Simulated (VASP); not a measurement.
**C: single point with BLYP**

Crystal: C.

```
CELL_PARAMETERS angstrom
0.00000 1.58034 1.58034
1.58034 0.00000 1.58034
1.58034 1.58034 0.00000
ATOMIC_POSITIONS crystal
C 0.00000 0.00000 0.00000
```

This isn't the form of C at room conditions, which is graphite.

| Quantity | Value |
| --- | --- |
| Program | VASP 6.6.1 |
| Task | single point |
| Functional | BLYP |
| Potentials or basis | VASP PAW PBE potentials, release 64 (C) |
| Cutoff | 520 eV |
| k mesh | 19 × 19 × 19 |
| Occupations | fermi-dirac, width 0.1 eV |
| Spin | no spin polarisation |
| Dipole correction | no |
| Further INCAR settings | ALGO = Normal; EDIFF = 1e-06; NBANDS = 8 |

- Pressure: 5.1 GPa
- Band gap on the k mesh: none (metal or under the smearing width)

Levels at points of the mesh, in eV from the Fermi level:
```
           k point  band 1  band 2  band 3  band 4  band 5  band 6  band 7
(0.00, 0.00, 0.00)  -17.55    7.13    7.13    7.13   29.19   29.29   29.29
```

It took 5.9 s on 1 thread of Intel(R) Xeon(R) 6975P-C (Granite Rapids), with other jobs on the host, peak memory 0.11 GiB.

Caveat: the PAW data sets were made with another functional, which shifts forces and pressure a little.
